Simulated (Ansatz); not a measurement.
I need densities of the highest filled and lowest empty bands of PbSe, space group Pnma. Use Ansatz 0.2.0 through its Python package. Settings: LDA, PAW, the default cutoff (420 eV here), 2×4×4 k-points, fixed occupations.

```
Pb Se
1.0
    13.21982    0.00000    0.00000
     0.00000    4.45645    0.00000
     0.00000    0.00000    4.41518
Pb Se
4 4
Direct
  0.85958 0.75000 0.91029
  0.35958 0.75000 0.58971
  0.14042 0.25000 0.08971
  0.64042 0.25000 0.41029
  0.64231 0.75000 0.95175
  0.14231 0.75000 0.54825
  0.35769 0.25000 0.04825
  0.85769 0.25000 0.45175
```

Script `partial.py`:
```python
import itertools

import ansatz
import numpy as np

cell = (
    ansatz.Lattice.of((13.219818, 0.0, 0.0), (0.0, 4.456451, 0.0), (0.0, 0.0, 4.415184))
    .atom('Pb', (0.859581, 0.75, 0.910286))
    .atom('Pb', (0.359581, 0.75, 0.589714))
    .atom('Pb', (0.140419, 0.25, 0.089714))
    .atom('Pb', (0.640419, 0.25, 0.410286))
    .atom('Se', (0.642306, 0.75, 0.951754))
    .atom('Se', (0.142306, 0.75, 0.548246))
    .atom('Se', (0.357694, 0.25, 0.048246))
    .atom('Se', (0.857694, 0.25, 0.451754))
)

job = cell.calculation()
job = job.functional('lda')
job = job.kpoints(2, 4, 4)
job = job.scf(tolerance=1e-08)
job = job.occupations('fixed').band_densities([('v3', 'v1'), ('c1', 'c1')])
history = []
res = job.session().plan().execute(on_event=lambda event: history.append(event['data']['dr2_ev']) if event['event'] == 'scf_iter' else None)
summary = res.report
print('density residual by iteration (eV):', ' '.join(f'{value:.1e}' for value in history[:40]))
cell = np.asarray(res.lattice.cell_ang)
for names, window in zip([('v3', 'v1'), ('c1', 'c1')], res.band_densities().windows):
    density = window.outcome.density
    rho = density.channels[0].density_e_per_ang3
    axes = density.fft_grid_basis @ cell
    points = np.stack(np.meshgrid(*(np.arange(n) / n for n in rho.shape), indexing='ij'), axis=-1)
    print('bands', names, 'electrons', np.round(window.outcome.n_electrons, 3), 'peak', round(float(rho.max()), 3), 'e/A^3')
    for index, site in enumerate(res.lattice.sites):
        offset = points - np.asarray(site.position_ang) @ np.linalg.inv(axes)
        offset -= np.round(offset)
        distance = np.min([np.linalg.norm((offset + image) @ axes, axis=-1) for image in itertools.product((-1, 0, 1), repeat=3)], axis=0)
        print(f'   {index} {site.symbol:2s} {100 * rho[distance < 1.0].sum() / rho.sum():5.1f} % within 1.0 A')
```

`python partial.py` gives:
```text
DeckWarning: basis.ecutwfc = 420 eV, auto-derived from the records' recommended cutoffs: set by Pb (normal level)
density residual by iteration (eV): 4.5e-02 9.1e-03 8.2e-04 8.4e-05 3.9e-06 5.1e-07 2.3e-08 6.1e-10
bands ('v3', 'v1') electrons [6.] peak 0.181 e/A^3
   0 Pb   1.6 % within 1.0 A
   1 Pb   1.6 % within 1.0 A
   2 Pb   1.6 % within 1.0 A
   3 Pb   1.6 % within 1.0 A
   4 Se   7.6 % within 1.0 A
   5 Se   7.6 % within 1.0 A
   6 Se   7.6 % within 1.0 A
   7 Se   7.6 % within 1.0 A
bands ('c1', 'c1') electrons [2.] peak 0.046 e/A^3
   0 Pb   2.4 % within 1.0 A
   1 Pb   2.4 % within 1.0 A
   2 Pb   2.4 % within 1.0 A
   3 Pb   2.4 % within 1.0 A
   4 Se   2.7 % within 1.0 A
   5 Se   2.7 % within 1.0 A
   6 Se   2.7 % within 1.0 A
   7 Se   2.7 % within 1.0 A
```
(Warnings from the package without file and line.)

Spin-orbit coupling, which matters for elements this heavy, is left out. This cell is a computed structure, which may not be the phase found in nature. The windows are summed over all k-points with every state counted as full, the empty ones too; where a window cuts a degenerate level its bands share the weight. Values near the nuclei depend on the potentials. Spheres that overlap count density twice, so shares are no populations. Finished in 52 s on 1 thread of AMD EPYC 7R43 64-Core Processor (Zen 3) (shared host), peak memory 0.64 GiB.

(Lines on the test bed's own set-up are left out of the output.)
